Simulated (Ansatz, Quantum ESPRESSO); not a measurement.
# 2H-MoS2, 2 layers, AA' stacking: the energy at a withheld member of a series

How the rows were computed: Quantum ESPRESSO 7.5, PBE-D3(BJ), GBRV ultrasoft. Cell and atoms are first relaxed with a D3(BJ) correction; each strained cell is then held and the atoms relax in it. A periodic run with 15 Å of vacuum in the starting cell gives the vacuum levels, and bands follow along a path. The series steps biaxial strain. Energies count from the lowest.

| biaxial strain | energy (eV) |
| --- | --- |
| -4 % | 0.3194 |
| -3 % | 0.1763 |
| -2 % | 0.0776 |
| -1 % | 0.0192 |
| 0 % | 0.0000 |
| 1 % | 0.0174 |
| 2 % | 0.0700 |
| 3 % | 0.1545 |

**Question.** What is the energy at 4 %?

By hand: The rows at 2 % and 3 % give a slope of (0.1545 − (0.0700))/(3 − (2)) = 0.0845, so a straight line gives 0.2390 eV. A parabola through these and the row at 1 % gives 0.2709 eV.

**The withheld run.** 0.2701 eV. The line misses by −0.0311 and the parabola by +0.0008 eV. The parabola does better.

**Limits.** Semilocal gaps are too small; the 1×1 cell can't ripple over many cells under compression as a free sheet would. No spin-orbit coupling.
